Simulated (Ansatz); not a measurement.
**MgS: band gap under strain**

How does strain move the band edges of MgS built on the rocksalt prototype, and do the functionals agree on it? States: +1.1 % biaxial strain in the (111) plane, free along [111]; +3.6 % biaxial strain in x and y, free along z.

Code: Ansatz 0.2.0. PAW datasets, plane waves. No spin polarisation and no zero-point or thermal motion.

## Step 1: Starting point

The unstrained cell was relaxed with r2SCAN; in each strained cell the atoms were relaxed again with r2SCAN. Names of k-points are those of the unstrained zone, where strain can split equivalent points. First state: +1.1 % biaxial strain in the (111) plane, free along [111].

Space group R-3m (No. 166), trigonal; a = 3.721 Å, c = 8.960 Å in the conventional setting, 17.91 Å³ an atom. Mg has 6 S at 2.62 Å; S has 6 Mg at 2.62 Å.

Coordinates:

```cif
data_structure
_symmetry_space_group_name_H-M 'R-3m:H'
_symmetry_Int_Tables_number 166
_cell_length_a 3.7214
_cell_length_b 3.7214
_cell_length_c 8.9601
_cell_angle_alpha 90.000
_cell_angle_beta 90.000
_cell_angle_gamma 120.000
_cell_volume 107.46
loop_
_atom_site_label
_atom_site_type_symbol
_atom_site_symmetry_multiplicity
_atom_site_Wyckoff_symbol
_atom_site_fract_x
_atom_site_fract_y
_atom_site_fract_z
_atom_site_occupancy
Mg1 Mg 3 a 0.00000 0.00000 0.00000 1
S1 S 3 b 0.33333 0.66667 0.16667 1
```

## Step 2: +1.1 % biaxial strain in the (111) plane, free along [111]: PBE

File input.yaml:

```yaml
crystal:
  lattice:
    - [-0.0299174563, 2.6015179373, 2.6015179373]
    - [2.6015179373, -0.0299174563, 2.6015179373]
    - [2.6015179373, 2.6015179373, -0.0299174563]
  atoms:
    - { symbol: Mg, position: [0.0, 0.0, 0.0] }
    - { symbol: S, position: [0.5, 0.5, 0.5] }
kpoints:
  mp_grid: { grid: [8, 8, 8] }
  band_path:
    path:
      - [0.0, 0.0, 0.0]
      - [0.5, 0.0, 0.5]
      - [0.625, 0.25, 0.625]
      - [0.375, 0.375, 0.75]
      - [0.5, 0.5, 0.5]
      - [0.5, 0.25, 0.75]
      - [0.0, 0.5, 0.5]
    npoints: 1
hamiltonian:
  xc: pbe
scf:
  occupations: { method: fermi_dirac, width: 0.02 }
  n_extra_bands: 4
output:
  forces: true
  stress: true
  eigenvalues: true
  write_density: true
  write_potential: true
  elf: true
  volumetric_format: npy
```

On the command line:

```console
ansatz run input.yaml --threads 4 --pin off --max-ram 3686MiB --backend cpu --events-out ev --progress --plain --runs-dir out
```

The runs that follow: +1.1 % biaxial strain in the (111) plane, free along [111]: r2SCAN; +1.1 % biaxial strain in the (111) plane, free along [111]: HSE06; +3.6 % biaxial strain in x and y, free along z: PBE; +3.6 % biaxial strain in x and y, free along z: r2SCAN; +3.6 % biaxial strain in x and y, free along z: HSE06.

Before running it: what results should come out?

**Answer**, as computed:

Least gap in eV (negative: overlap):

```
                                                     state   PBE  r2SCAN  HSE06
+1.1 % biaxial strain in the (111) plane, free along [111]  2.65    3.32   3.65
            +3.6 % biaxial strain in x and y, free along z  2.46    3.12   3.44
```

What this shows: Where both were run, the HSE06 gap lies +0.98 to +1.00 eV from PBE's, each on its own k points. In PBE the gap is least under +3.6 % biaxial strain in x and y, free along z (2.46 eV) and largest under +1.1 % biaxial strain in the (111) plane, free along [111] (2.65 eV).
